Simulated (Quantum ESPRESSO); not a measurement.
# W in Quantum ESPRESSO: the effect of functional

W:

```
W
1.0
     0.00000    2.03000    2.03000
     2.03000    0.00000    2.03000
     2.03000    2.03000    0.00000
W
1
Direct
  0.00000 0.00000 0.00000
```

This isn't the form of W at room conditions, which is bcc.

Alike in all runs:

```yaml
Program: Quantum ESPRESSO 7.5
Task: phonons
k_mesh: 9 × 9 × 9
Occupations: cold, width 0.2 eV
Spin: no spin polarisation
```

Each run relaxes the cell or the atoms first.

Question: One run gave: relaxed volume 15.56 Å³/atom; highest phonon frequency 241 cm⁻¹. Which functional did it use?
A. LDA
B. PBE
C. PBEsol
D. revPBE
E. PW91

Answer: A.

```csv
functional,potentials or basis,cutoff,relaxed volume (Å³/atom),highest phonon frequency (cm⁻¹)
LDA,PseudoDojo 0.4.1 SR LDA standard,952 eV,15.56,241
PBE,PseudoDojo 0.4.1 SR PBE standard,1007 eV,16.39,226
PBEsol,PseudoDojo 0.4.1 SR PBEsol standard,1007 eV,15.92,237
BLYP,PseudoDojo 0.4.1 SR PBE standard,1007 eV,16.93,214
revPBE,PseudoDojo 0.4.1 SR PBE standard,1007 eV,16.54,221
PW91,PseudoDojo 0.4.1 SR PBE standard,1007 eV,16.39,226
```

Caveats: the mesh is thin for the phonons of a metal; the q point doesn't lie on the k mesh, which can shift a metal's frequencies strongly unless the mesh is converged; the potentials were made for another functional, which shifts forces and pressure (some runs).
